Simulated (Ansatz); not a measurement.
## Li in Ansatz: the effect of functional

Crystal: Li.

```xyz
1
Lattice="-1.7547 1.7547 1.7547 1.7547 -1.7547 1.7547 1.7547 1.7547 -1.7547" Properties=species:S:1:pos:R:3 pbc="T T T"
Li    0.0000    0.0000    0.0000
```

Alike in all runs:

| Quantity | Value |
| --- | --- |
| Program | Ansatz 0.2.0 |
| Task | projected density of states |
| Potentials or basis | Ansatz PAW |
| k mesh | 6 × 6 × 6 |
| Occupations | fermi-dirac, width 0.05 eV |
| Spin | no spin polarisation |

Question: One run gave: pressure -1.4 GPa. Which functional did it use?
A. RPBE
B. LDA
C. BLYP
D. r2SCAN
E. PBE0

Answer: B.

```tsv
functional	cutoff	pressure (GPa)
LDA	420 eV (not typed: the program's choice for these potentials)	-1.4
PBEsol	420 eV (not typed: the program's choice for these potentials)	-0.7
RPBE	420 eV (not typed: the program's choice for these potentials)	-0.2
revPBE	420 eV (not typed: the program's choice for these potentials)	-0.1
BLYP	420 eV (not typed: the program's choice for these potentials)	-0.8
r2SCAN	500 eV (not typed: the program's choice for these potentials)	-0.2
HSE06	420 eV (not typed: the program's choice for these potentials)	-0.4
PBE0	420 eV (not typed: the program's choice for these potentials)	-0.3
r2SCAN0	500 eV (not typed: the program's choice for these potentials)	0.0
```

Caveats: all runs use coarse meshes; the density of states is complete only up to the lowest level of the last band computed; the PAW data sets were made with another functional, which shifts forces and pressure a little (some runs); the potentials were made for another functional, which shifts forces and pressure (some runs); the thresholds are loose for stress (some runs).

Runs at the PBE level aren't shown here.
